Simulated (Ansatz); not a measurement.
Strain response of TaN

Method: DFT PBEsol, scalar-relativistic, plane waves, PAW (Ansatz). Run with 420 eV cutoff, 16×16×12 k-mesh, Gaussian smearing of 0.10 eV, no spin polarisation.

Reference structure (relaxed):

```yaml
crystal:
  lattice:
    - [2.18784, 2.18784, 0.00000]
    - [-2.18784, 2.18784, 0.00000]
    - [0.00000, 0.00000, 4.37569]
  atoms:
    - { symbol: Ta, position: [0.50000, 0.50000, 0.00000] }
    - { symbol: Ta, position: [0.00000, 0.00000, 0.50000] }
    - { symbol: N, position: [0.00000, 0.00000, 0.00000] }
    - { symbol: N, position: [0.50000, 0.50000, 0.50000] }
```

Deformation: all cell vectors scaled alike, the atoms relaxed, all within the symmetry that the strain leaves. Energies are extrapolated to zero smearing. On this cell's mesh the reference holds a stress of up to 0.10 GPa.

Spin–orbit coupling is left out, which can shift energies with elements as heavy as these.

```csv
strain (%),ΔE (meV/atom),a (Å),b (Å),c (Å)
-4.5,248.7,2.955,2.955,4.179
-3.0,104.8,3.001,3.001,4.244
-1.5,24.9,3.048,3.048,4.310
+0.0,0.0,3.094,3.094,4.376
+1.5,22.5,3.140,3.140,4.441
+3.0,85.4,3.187,3.187,4.507
+4.5,182.8,3.233,3.233,4.573
```

What stiffness (1/V) d²E/dε² at zero strain does a cubic fit over all points give?

A cubic fit gives (1/V) d²E/dε² = 3263 GPa at zero strain (nine times the bulk modulus at fixed shape).

This rock-salt form isn't the usual stable structure of the compound.